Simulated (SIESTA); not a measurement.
**Ir under changes of volume**

One of the cells (14.340 Å³/atom); the others are scaled copies at fixed shape and fractional positions:

```
CELL_PARAMETERS angstrom
0.00000 1.92829 1.92829
1.92829 0.00000 1.92829
1.92829 1.92829 0.00000
ATOMIC_POSITIONS crystal
Ir 0.00000 0.00000 0.00000
```

* Program: SIESTA 5.4.2
* Functional: PBE
* Potentials or basis: PseudoDojo 0.4 standard (PBE files)
* Basis: DZP (energy shift 0.002 Ry)
* Grid cutoff: 800 Ry
* Energy shift: 0.002 Ry
* k mesh: 12 × 12 × 12
* Occupations: fermi-dirac, width 0.05 eV
* Spin: no spin polarisation

```tsv
volume (Å³/atom)	energy over the lowest point (meV/atom)	pressure (GPa)
13.215	171.79	43.8
13.496	104.94	32.8
13.778	56.42	22.8
14.340	?	?
14.621	0.00	-0.2
14.902	6.28	-6.5
```

**Question.** What does the run at 14.340 Å³/atom give?

**Answer.** Energy over the lowest point 5.77 meV/atom; pressure 6.8 GPa.

Worked out: A Birch-Murnaghan fit of order 3 (a polynomial in V^(-2/3)) to the other rows has its minimum at 14.61 Å³/atom with B0 = V·E''(V) = 344 GPa and B' = 4.7. It gives 5.43 meV/atom at 14.340 Å³/atom, against the run's 5.77, and -dE/dV = 6.6 GPa, against 6.8.

Energies are extrapolated to zero smearing.

Caveats: semicore shells carry a single zeta, which can move pressures by several GPa and volumes by a few percent; the basis of atomic orbitals isn't converged, which shifts pressures, moduli and gaps.
